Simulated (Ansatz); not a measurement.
# The stack of blue phosphorene under Hf2CO2 MXene, shifted by two thirds of the diagonal between two gates

How does the stack of blue phosphorene under Hf2CO2 MXene, shifted by two thirds of the diagonal take up charge from its gate?

Calculated with Ansatz 0.2.0; plane-wave DFT, PBE-D3(BJ), Ansatz PAW.

## (1) Set-up

The cell holds 7 atoms: 2 P, 2 O, 2 Hf and 1 C. Cell: a = 3.284 Å, b = 3.284 Å, c = 49.443 Å, α = 90.0°, β = 90.0°, γ = 120.0°. Regions: layer 1: blue phosphorene, 2 atoms (2 P); layer 2: Hf2CO2 MXene, 5 atoms (2 O, 2 Hf and 1 C). Vacuum lies along c.

## (2) Relaxation

The starting cell is a guess, so the in-plane lattice and the atoms are relaxed first, with the slab cut off from its images along the normal.

Input file input.yaml:

```yaml
crystal:
  lattice:
    - [3.2845, 0.0, 0.0]
    - [-1.64225, 2.8444604387, 0.0]
    - [0.0, 0.0, 49.4429467946]
  atoms:
    - { symbol: P, position: [0.6666666667, 0.3333333333, 0.4065291675] }
    - { symbol: P, position: [0.3333333333, 0.6666666667, 0.4316085788] }
    - { symbol: O, position: [0.0, 0.0, 0.4932958406] }
    - { symbol: Hf, position: [0.3333333333, 0.6666666667, 0.5171358764] }
    - { symbol: C, position: [0.6666666667, 0.3333333333, 0.5433833365] }
    - { symbol: Hf, position: [0.0, 0.0, 0.5696307967] }
    - { symbol: O, position: [0.3333333333, 0.6666666667, 0.5934708325] }
  periodic: [true, true, false]
kpoints:
  mp_grid: { grid: [12, 12, 1] }
hamiltonian:
  xc: pbe
  dispersion: d3bj
scf:
  occupations: { method: fermi_dirac, width: 0.05 }
  convergence: { dr2_threshold: 1.0e-09 }
relax:
  f_tol: 0.004
  max_steps: 90
  cell: {}
output:
  write_potential: true
  write_density: true
  volumetric_format: npy
```

On the command line:

```bash
$ ansatz run input.yaml --threads 4 --pin off --max-ram 12288MiB --backend cpu --events-out ev --progress --plain --runs-dir out
```

Numbers of over 12 decimals in the logs are rounded to 6 here.

Log:

```text
Warning: relax.cell: scf.convergence.dr2_threshold = 1e-9 eV is looser than the 1.89040510664e-10 eV advised for a relaxation that steers and ends on the stress (1e-10 eV for each atom of the cell: 7, times the square of relax.cell.stress_2d_tol = 0.05 N/m over 19.2 Å (the atoms' height at the walk's start and 5 Å past either face), 2.598e-2 GPa, over a crystal's default 0.05). What an SCF threshold leaves in a stress goes as its square root, and in the free energy as the threshold itself, and one threshold admits the most on a small cell: [figures from the program's tests cut] Set scf.convergence.dr2_threshold to 1.89040510664e-10 eV or tighter. [rest of the remark cut]
Engine: ansatz 0.2.0, aarch64-unknown-linux-gnu
Pseudopotentials: kind: paw
Pseudopotential: P, paw, valence charge 5, recommended cutoff 420 eV (normal), P.paw.azcp
Pseudopotential: O, paw, valence charge 6, recommended cutoff 420 eV (normal), O.paw.azcp
Pseudopotential: Hf, paw, valence charge 26, recommended cutoff 420 eV (normal), Hf.paw.azcp
Pseudopotential: C, paw, valence charge 4, recommended cutoff 420 eV (normal), C.paw.azcp
Functional definition: PBE
  parameter kappa = 0.804
  parameter beta = 0.066725
  exchange = pbe_x(kappa = kappa, mu = beta*pi^2/3)
  correlation = pbe_c(beta = beta)
Crystal: 7 atoms, lattice volume = 461.927 Å³
Basis set: ecut = 420 eV, 9153 PW (Γ), exchange–correlation on 48×48×720 points (8 copies of the dense FFT grid, shifted against one another)
Bands: 47, of which v1, the nominal top of the filled ones, is band 39 counted from 1 (38 counted from 0)
Symmetry: 6 space group operations
Space group: P3m1 (ITA 156), of the structure as read, at distance tolerance 7.7e-5 Å
k-points: 19 of 144 (time reversal used)
Non-local potential: P, projectors of the file, l = 0: 2, l = 1: 2, l = 2: 2
Non-local potential: O, projectors of the file, l = 0: 2, l = 1: 2, l = 2: 1
Non-local potential: Hf, projectors of the file, l = 0: 3, l = 1: 2, l = 2: 2, l = 3: 3
Non-local potential: C, projectors of the file, l = 0: 2, l = 1: 2, l = 2: 1
PAW form: soft (Blöchl's): semilocal exchange-correlation on the pseudo side does not see the compensation charge
PAW one-centre angular grid: P, 110 points (default); XC on 64 Gauss nodes
PAW one-centre angular grid: O, 110 points (default); XC on 64 Gauss nodes
PAW one-centre angular grid: Hf, 590 points (default); XC on 64 Gauss nodes
PAW one-centre angular grid: C, 110 points (default); XC on 64 Gauss nodes
Initial density: superposition of atomic densities (neutral atoms: chi_scale 0, normalization atom), corrected by the library's trained network
Initial wavefunctions: pseudopotential atomic-orbital guess
Functional: x = pbe(κ = 0.804, μ = 0.219515), c = pbe(β = 0.066725)
SCF iter   1: F=—  HF=-34346.917972 eV  |F-HF|=—  |Δ(HF+E_count)|=         —  Δρ=2.59e-3  dr2=4.16e-1  ethr=1.77e-3  ⟨swp⟩=14.3  Hψ=6351  notcnv=0  defer=5
preconditioner: auto → Resta (q_TF=auto, 2.028 Å⁻¹)  ε∞=2.3  [insulator: Δε(μ)=0.808 eV  Ē_g=12.015 eV  σ=0.050 eV  W_gap=1.00  n_scr=30 (ndim 8)  ℏωp=13.6 eV  f_vac=0.748  D(μ)=0.00/eV (n_scr^D=0)  ε∞_Penn≈2.3  vacuum switching on, ρ_ref=1.0e-2 e/Å³]
SCF iter   2: F=—  HF=-34347.051033 eV  |F-HF|=—  |Δ(HF+E_count)|=   1.33e-1  Δρ=8.01e-3  dr2=1.04e1  ethr=5.33e-4  ⟨swp⟩=4.8  Hψ=1705  notcnv=0  defer=41  recentre
preconditioner: auto → LDOS  [metal: Δε(μ)=0.018 eV  Ē_g=12.308 eV  σ=0.050 eV  W_gap=0.09  n_scr=30 (ndim 8)  ℏωp=13.6 eV  f_vac=0.748  D(μ)=4.39/eV (n_scr^D=20)  β→1.0]
SCF iter   3: F=—  HF=-34346.904692 eV  |F-HF|=—  |Δ(HF+E_count)|=   1.46e-1  Δρ=1.84e-3  dr2=3.05e-1  ethr=5.33e-4  ⟨swp⟩=4.3  Hψ=1494  notcnv=0  defer=36
SCF iter   4: F=—  HF=-34346.882873 eV  |F-HF|=—  |Δ(HF+E_count)|=   2.18e-2  Δρ=1.44e-3  dr2=2.00e-1  ethr=3.91e-4  ⟨swp⟩=2.1  Hψ=1130  notcnv=0  defer=40
SCF iter   5: F=—  HF=-34346.860094 eV  |F-HF|=—  |Δ(HF+E_count)|=   2.28e-2  Δρ=6.64e-4  dr2=5.04e-2  ethr=2.56e-4  ⟨swp⟩=3.9  Hψ=1212  notcnv=0  defer=42
SCF iter   6: F=—  HF=-34346.899653 eV  |F-HF|=—  |Δ(HF+E_count)|=   3.96e-2  Δρ=2.82e-3  dr2=1.71e0  ethr=6.46e-5  ⟨swp⟩=3.8  Hψ=1864  notcnv=0  defer=45  recentre
SCF iter   7: F=—  HF=-34346.856887 eV  |F-HF|=—  |Δ(HF+E_count)|=   4.28e-2  Δρ=2.78e-4  dr2=1.47e-3  ethr=6.46e-5  ⟨swp⟩=3.1  Hψ=1352  notcnv=0  defer=45
SCF iter   8: F=—  HF=-34346.859650 eV  |F-HF|=—  |Δ(HF+E_count)|=   2.76e-3  Δρ=6.55e-4  dr2=3.76e-2  ethr=1.89e-6  ⟨swp⟩=3.3  Hψ=2188  notcnv=0  defer=40
SCF iter   9: F=—  HF=-34346.857728 eV  |F-HF|=—  |Δ(HF+E_count)|=   1.92e-3  Δρ=2.80e-4  dr2=1.38e-2  ethr=1.89e-6  ⟨swp⟩=2.9  Hψ=1911  notcnv=0  defer=40
SCF iter  10: F=—  HF=-34346.857148 eV  |F-HF|=—  |Δ(HF+E_count)|=   5.80e-4  Δρ=1.42e-4  dr2=3.45e-3  ethr=1.89e-6  ⟨swp⟩=2.3  Hψ=1174  notcnv=0  defer=42
SCF iter  11: F=—  HF=-34346.856993 eV  |F-HF|=—  |Δ(HF+E_count)|=   1.55e-4  Δρ=3.09e-5  dr2=1.36e-4  ethr=1.89e-6  ⟨swp⟩=1.8  Hψ=983  notcnv=0  defer=42
SCF iter  12: F=—  HF=-34346.857001 eV  |F-HF|=—  |Δ(HF+E_count)|=   7.62e-6  Δρ=3.45e-5  dr2=8.85e-6  ethr=1.74e-7  ⟨swp⟩=2.8  Hψ=1618  notcnv=0  defer=42
SCF iter  13: F=—  HF=-34346.857045 eV  |F-HF|=—  |Δ(HF+E_count)|=   4.38e-5  Δρ=1.64e-5  dr2=3.26e-5  ethr=1.13e-8  ⟨swp⟩=3.7  Hψ=2057  notcnv=0  defer=42
SCF iter  14: F=—  HF=-34346.857046 eV  |F-HF|=—  |Δ(HF+E_count)|=   9.04e-7  Δρ=3.85e-5  dr2=2.33e-5  ethr=1.13e-8  ⟨swp⟩=2.9  Hψ=1779  notcnv=0  defer=42
SCF iter  15: F=—  HF=-34346.857044 eV  |F-HF|=—  |Δ(HF+E_count)|=   1.65e-6  Δρ=4.48e-6  dr2=2.19e-6  ethr=1.13e-8  ⟨swp⟩=2.9  Hψ=2053  notcnv=0  defer=42
SCF iter  16: F=—  HF=-34346.856897 eV  |F-HF|=—  |Δ(HF+E_count)|=   1.48e-4  Δρ=1.74e-6  dr2=7.79e-8  ethr=2.81e-9  ⟨swp⟩=1.7  Hψ=1144  notcnv=0  defer=41
SCF iter  17: F=—  HF=-34346.856897 eV  |F-HF|=—  |Δ(HF+E_count)|=   1.83e-8  Δρ=1.42e-6  dr2=2.97e-8  ethr=9.98e-11  ⟨swp⟩=3.2  Hψ=2111  notcnv=0  defer=41
SCF iter  18: F=—  HF=-34346.856897 eV  |F-HF|=—  |Δ(HF+E_count)|=   2.79e-9  Δρ=9.43e-7  dr2=1.88e-8  ethr=3.81e-11  ⟨swp⟩=1.8  Hψ=1090  notcnv=0  defer=41
SCF iter  19: F=—  HF=-34346.856897 eV  |F-HF|=—  |Δ(HF+E_count)|=  9.46e-10  Δρ=2.50e-7  dr2=1.08e-9  ethr=1.28e-12  ⟨swp⟩=12.0  Hψ=9287  notcnv=0
SCF iter  20: F=-34346.856897 eV  HF=-34346.856897 eV  |F-HF|=6.55e-11  |Δ(HF+E_count)|=  7.28e-11  Δρ=7.69e-8  dr2=2.88e-11  ethr=1.28e-12  ⟨swp⟩=10.9  Hψ=6887  notcnv=0
SCF 1 converged in 20 iterations: F = -34346.856897 eV  dr2 = 2.88e-11
  greatest PAW one-centre occupation: 0.999 electrons in one spin orbital (limit 2), on the Hf atom at site 5 (counted from 0), in its partial waves of l = 0
[...]
[... from here on, the SCF cycles and remarks between the steps are left out ...]
relax step   4: F+E_penalty+E_count = -34347.77305767 eV  Δ(F+E_penalty+E_count) = -2.540e-2 eV  max|allowed force component| = 6.161e-1 eV/Å  Δτ_max = 0.1910 Å  P = +0.027 N/m  Ω = 452.523 Å³  energy of the carried Pulay correction = +4.526e-3 eV  fix = [c, alpha, beta]  reactions: c +0.000 N/m  (14 SCF iters, accepted)
relax step   5: F+E_penalty+E_count = -34347.80219390 eV  Δ(F+E_penalty+E_count) = -2.914e-2 eV  max|allowed force component| = 5.807e-2 eV/Å  Δτ_max = 0.0796 Å  P = -0.555 N/m  Ω = 456.711 Å³  energy of the carried Pulay correction = +2.499e-3 eV  fix = [c, alpha, beta]  reactions: c -0.000 N/m  (12 SCF iters, accepted)
relax step   6: F+E_penalty+E_count = -34347.80303908 eV  Δ(F+E_penalty+E_count) = -8.452e-4 eV  max|allowed force component| = 4.189e-2 eV/Å  Δτ_max = 0.0454 Å  P = -0.155 N/m  Ω = 456.373 Å³  energy of the carried Pulay correction = +2.662e-3 eV  fix = [c, alpha, beta]  reactions: c -0.000 N/m  (11 SCF iters, accepted)
relax step   7: F+E_penalty+E_count = -34347.80331972 eV  Δ(F+E_penalty+E_count) = -2.806e-4 eV  max|allowed force component| = 1.255e-2 eV/Å  Δτ_max = 0.0096 Å  P = -0.024 N/m  Ω = 456.023 Å³  energy of the carried Pulay correction = +2.831e-3 eV  fix = [c, alpha, beta]  reactions: c -0.000 N/m  (10 SCF iters, accepted)
relax step   8: F+E_penalty+E_count = -34347.80334432 eV  Δ(F+E_penalty+E_count) = -2.460e-5 eV  max|allowed force component| = 1.487e-3 eV/Å  Δτ_max = 0.0009 Å  P = +0.003 N/m  Ω = 455.983 Å³  energy of the carried Pulay correction = +2.850e-3 eV  fix = [c, alpha, beta]  reactions: c +0.000 N/m  (7 SCF iters, accepted)
relax step   9: F+E_penalty+E_count = -34347.80069994 eV  Δ(F+E_penalty+E_count) = +2.644e-3 eV  max|allowed force component| = 1.477e-3 eV/Å  Δτ_max = 0.0000 Å  P = -0.058 N/m  Ω = 455.983 Å³  fix = [c, alpha, beta]  reactions: c -0.000 N/m  stress off target by 5.76e-2 N/m on what of the cell is left free  SCF on the basis re-selected at this cell (its energy is not comparable with the rows above)  (7 SCF iters)
relax step  10: F+E_penalty+E_count = -34347.80075874 eV  Δ(F+E_penalty+E_count) = -5.880e-5 eV  max|allowed force component| = 3.996e-4 eV/Å  Δτ_max = 0.0005 Å  P = -0.001 N/m  Ω = 455.869 Å³  energy of the carried Pulay correction = +5.454e-5 eV  fix = [c, alpha, beta]  reactions: c -0.000 N/m  (7 SCF iters, accepted)
iter 1 solved again at ethr=2.79e-7 eV; its pass at ethr=3.10e-3 eV (dr2=2.18e-4 eV) is discarded
SCF iter   1: F=—  HF=-34347.800823 eV  |F-HF|=—  |Δ(HF+E_count)|=         —  Δρ=1.67e-6  dr2=1.06e-8  ethr=2.79e-7  ⟨swp⟩=6.6  Hψ=10622  notcnv=0
eigensolver tolerance schedule: the retry pair's looser diagonalisation over-reported the residual by 20594.64 of it (diagonalisation noise at an unbounded share of the residual, at the tolerance the schedule requests for it); recorded, not acted on — ethr = c·dr2/N_el stays at c = 1.0e-1
SCF iter   2: F=—  HF=-34347.800690 eV  |F-HF|=—  |Δ(HF+E_count)|=   1.34e-4  Δρ=1.11e-6  dr2=6.53e-9  ethr=1.36e-11  ⟨swp⟩=7.4  Hψ=4698  notcnv=0
SCF iter   3: F=—  HF=-34347.800690 eV  |F-HF|=—  |Δ(HF+E_count)|=   1.61e-9  Δρ=6.00e-7  dr2=1.47e-9  ethr=8.37e-12  ⟨swp⟩=3.0  Hψ=1444  notcnv=0
SCF iter   4: F=-34347.800690 eV  HF=-34347.800690 eV  |F-HF|=2.33e-10  |Δ(HF+E_count)|=  2.62e-10  Δρ=3.37e-7  dr2=5.11e-10  ethr=1.28e-12  ⟨swp⟩=20.8  Hψ=9603  notcnv=0
SCF 11 converged in 4 iterations: F = -34347.800690 eV  dr2 = 5.11e-10
relax step  11: F+E_penalty+E_count = -34347.80068982 eV  Δ(F+E_penalty+E_count) = +6.892e-5 eV  max|allowed force component| = 3.691e-4 eV/Å  Δτ_max = 0.0000 Å  P = -0.002 N/m  Ω = 455.869 Å³  fix = [c, alpha, beta]  reactions: c -0.000 N/m  stress off target by 1.56e-3 N/m on what of the cell is left free  SCF on the basis re-selected at this cell (its energy is not comparable with the rows above)  (4 SCF iters)
basis re-selected at this cell: Δ(F+E_penalty+E_count) = +6.892e-5 eV, ΔP = -0.001 N/m vs the last step (what re-selecting the basis moved, of the pressure what is left beyond the Pulay correction that the steps carried, after the strain that the cell walked since its last selection, with what the two solves' SCF thresholds leave and, on support functions, any second-order correction that the steps lacked; it is no m [...]
WARN: The output density's exchange-correlation potential varies sharply where the density is thin. Do not read a vacuum level from v_tot or v_xc, or from such a field of the output density. On a cell that repeats whose density bears no net charge and no dipole along the vacuum's axis use v_es (v_loc + v_h of the components); under efield.dipole_correction with no amplitude use v_es + v_field, which holds any externa [...]
SCF converged after 4 iterations
Free energy (F): -34347.800690 eV
Harris-Foulkes:  -34347.800690 eV  (|F-HF|=2.33e-10)
Internal energy: -34347.800685 eV  (E = F + TS)
E sigma→0 (E₀):  -34347.800688 eV
Entropy (-TS):   -0.000005 eV (-0.001 meV/atom)
Fermi energy:    -4.917691 eV
--- Per-component energies (eV) ---
  E_band       = -1576.042053
  E_kinetic    = 1422.259235
  E_local      = -587877.348170  (includes V_loc(G=0)·N_el)
  E_nonlocal   = -2295.902345
  E_hartree    = 292661.113704
  E_xc         = -918.597252
  E_vxc        = -901.659147  (∫ρ·V_xc dr)
  E_paw        = -15408.761949  (= ΣΔE_a)
  E_vpaw       = 2754.383107  (= ΣTr[D̂ρ^β])
  E_aug_tail   = 0.004912  (compensation charges beyond the density's cutoff)
  E_ewald      = 278071.055567
  E_disp       = -1.624387  (pairwise vdW)
  E_smearing   = -0.000005  (= −TS)
  E_closure    = 0.000000  (closes the sum)
  Σ components = -34347.800690   (vs F -34347.800690, Δ=0.00e0)
--- Forces (eV/Å), atoms counted from 1 ---
  atom   1  P      0.00000000    -0.00000000    -0.00021661
  atom   2  P      0.00000000     0.00000000     0.00014110
  atom   3  O      0.00000000    -0.00000000    -0.00032164
  atom   4  Hf     0.00000000    -0.00000000     0.00036923
  atom   5  C      0.00000000    -0.00000000     0.00015623
  atom   6  Hf     0.00000000     0.00000000    -0.00008040
  atom   7  O      0.00000000     0.00000000    -0.00004721
  max |Σ_I F_I| component: 7.04e-7 eV/Å
--- 2D stress c σ (N/m, compression-positive) ---
       -0.001561      -0.000000       0.000000
       -0.000000      -0.001561       0.000000
        0.000000       0.000000      -0.000000
  P = ½ c Tr σ = -0.0016 N/m
--- Band table (eV; the first three rows and the last of 19) ---
  k-point 0: bands = [... 35 lower, -6.2968, -6.1125, -5.3572, -5.3572, -3.1029, -3.1029, -2.7480, -2.2847, ... 4 higher]
  k-point 1: bands = [... 35 lower, -6.5499, -6.1330, -5.8952, -5.6136, -3.1680, -2.7830, -2.6256, -2.5228, ... 4 higher]
  k-point 2: bands = [... 35 lower, -7.0948, -6.5216, -6.0672, -6.0605, -3.5511, -3.2147, -2.2058, -2.1730, ... 4 higher]
  k-point 18: bands = [... 35 lower, -7.9192, -7.8407, -7.8269, -7.7553, -3.9556, -2.7711, -1.9525, -1.7540, ... 4 higher]
  the weakly bound empty levels are not read free of the cell's end (no_gap_told)
--- Relaxed structure (9 steps of the walk, 9 accepted, 2 SCFs on fresh bases) ---
  F+E_penalty+E_count = -34347.80068982 eV   max|allowed force component| = 3.691e-4 eV/Å   (the final SCF, on the basis selected at the relaxed cell)
  cell:  # Å, volume = 455.8688 Å³
    - [3.262890, 0.0, 0]
    - [-1.631445, 2.825746, 0]
    - [0, 0, 49.4429467946]
  atoms:
    - { symbol: P, position: [0.666667, 0.333333, 0.412484] }
    - { symbol: P, position: [0.333333, 0.666667, 0.437532] }
    - { symbol: O, position: [-3.7007434153632567e-17, -1.8503717077623177e-17, 0.494391] }
    - { symbol: Hf, position: [0.333333, 0.666667, 0.513150] }
    - { symbol: C, position: [0.666667, 0.333333, 0.540972] }
    - { symbol: Hf, position: [-3.700743415363237e-17, -1.8503717077622462e-17, 0.568782] }
    - { symbol: O, position: [0.333333, 0.666667, 0.587744] }
```

Wall time 2.8 min (4 threads of Arm Neoverse V1, shared host); peak memory 1 GiB.

The steps of the relaxation:

```tsv
step	energy less that of the first step (eV)	largest force component (eV/Å)	volume (Å³)
1	0.0000	4.4772	461.93
2	-0.6045	3.2857	456.34
3	-0.8908	0.2428	466.21
4	-0.9162	0.6161	452.52
5	-0.9453	0.0581	456.71
6	-0.9461	0.0419	456.37
7	-0.9464	0.0126	456.02
8	-0.9464	0.0015	455.98
9*	-0.9438	0.0015	455.98
10	-0.9439	0.0004	455.87
11*	-0.9438	0.0004	455.87
```

Relaxation steps marked * repeat the geometry before them on a plane-wave basis chosen anew for their cell, so energy and pressure can jump there.

The run keeps the 6 symmetry operations that it works with, so distortions that break them were not tested.

```tsv
cell as run	before	after	change
a (Å)	3.284	3.263	-0.7 %
b (Å)	3.284	3.263	-0.7 %
```

The atoms that moved most (Å, along periodic axes as changes of fractional coordinates times the final cell, across vacuum about the mean position):

```tsv
atom	dx	dy	dz	length
P1	0.000	0.000	0.294	0.294
P2	0.000	0.000	0.293	0.293
O7	0.000	0.000	-0.283	0.283
Hf4	0.000	0.000	-0.197	0.197
C5	0.000	0.000	-0.119	0.119
O3	0.000	0.000	0.054	0.054
Hf6	0.000	0.000	-0.042	0.042
```

The lattice constant a goes from 3.284 to 3.263 Å.

(Continued in part 2 of 3.)

[Logs are printed without paths, hosts, clocks, repeated set-up lines and the standing remarks that a program may print on its own settings, such as how far it seeks lower states.]

[Hosts, paths, dates, database ids (printed as entryN), source tags and the programs' standing remarks are cut or masked in the printed files.]

[Maps of the electrostatic potential energy from Ansatz leave out the sawtooth potential of an applied field or a dipole correction, so their vacuum need not be flat; planar profiles and work functions include it.]
